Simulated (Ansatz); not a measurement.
Crystal: TaSi2.

```
Ta Si
1.0
     4.78000    0.00000    0.00000
    -2.39000    4.13960    0.00000
     0.00000    0.00000    6.56400
Ta Si
3 6
Direct
  0.00000 0.50000 0.16667
  0.50000 0.50000 0.83333
  0.50000 0.00000 0.50000
  0.33330 0.16665 0.16667
  0.16665 0.83335 0.83333
  0.83335 0.66670 0.50000
  0.66670 0.83335 0.16667
  0.83335 0.16665 0.83333
  0.16665 0.33330 0.50000
```

| Item | Value |
| --- | --- |
| Program | Ansatz 0.2.0 |
| Task | relaxation of cell and atoms |
| Functional | RPBE |
| Dispersion | D3(BJ) |
| Potentials or basis | Ansatz PAW |
| Cutoff | 420 eV (not typed: the program's choice for these potentials) |
| k mesh | 7 × 7 × 4 |
| Occupations | fermi-dirac, width 0.05 eV |
| Spin | no spin polarisation |

At the start: volume 14.43 Å³/atom.

Task: Where does the relaxation end?

Result: It ends after 7 steps and the volume is 12.41 Å³/atom (-14.0 %); space group P6_222 (No. 180, to 0.05 Å).

Step by step:
| step | energy change (eV) | largest force (eV/Å) | volume (Å³) |
| --- | --- | --- | --- |
| 1 | 0.0000 | 0.8506 | 129.88 |
| 2 | -2.1464 | 0.3956 | 113.76 |
| 3 | -2.1941 | 0.1787 | 111.00 |
| 4 | -2.2014 | 0.0001 | 111.68 |
| 5 | -2.2015 | 0.0010 | 111.69 |
| 6 | -2.2015 | 0.0001 | 111.69 |
| 7 | -2.1984 | 0.0000 | 111.69 |

Final structure:
```
Ta Si
1.0
     4.51612    0.00000    0.00000
    -2.25806    3.91108    0.00000
     0.00000    0.00000    6.32319
Ta Si
3 6
Direct
  0.00000 0.50000 0.16667
  0.50000 0.50000 0.83333
  0.50000 0.00000 0.50000
  0.31956 0.15978 0.16667
  0.15978 0.84022 0.83333
  0.84022 0.68044 0.50000
  0.68044 0.84022 0.16667
  0.84022 0.15978 0.83333
  0.15978 0.31956 0.50000
```

Caveat: the plane-wave basis is chosen anew once the cell has moved, so the energies of steps on either side of that aren't comparable; the volume moved by -14 % from the deposited cell, more than functionals usually miss; pairwise dispersion overbinds metals, which lowers pressure and volume; the PAW data sets come from PBE, with cores solved anew for the run's functional, which leaves a small shift of forces and pressure.
